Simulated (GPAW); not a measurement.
The system is ZnSe (Stilleite).

```
Se Zn
1.0
     0.00000    2.83380    2.83380
     2.83380    0.00000    2.83380
     2.83380    2.83380    0.00000
Se Zn
1 1
Direct
  0.75000 0.75000 0.75000
  0.00000 0.00000 0.00000
```

Base run:

* Program: GPAW 26.7.0
* Functional: TB-mBJ
* Potentials or basis: GPAW PAW data sets for LDA (gpaw-data 1.2.1)
* Cutoff: 600 eV
* Basis: pw
* k mesh: 8 × 8 × 8
* Occupations: fermi-dirac, width 0.05 eV
* Spin: no spin polarisation

Its results: band gap on the k mesh 2.73 eV, direct.

Question: The run is repeated on the same cell with these changes: functional from TB-mBJ to r2SCAN; potentials or basis from GPAW PAW data sets for LDA (gpaw-data 1.2.1) to GPAW PAW data sets (gpaw-data 1.2.1). What comes out?

Answer: Band gap on the k mesh 1.87 eV, direct.

Caveats: a model potential gives levels but no total energy (some runs).

Not every run made on this cell is shown here.
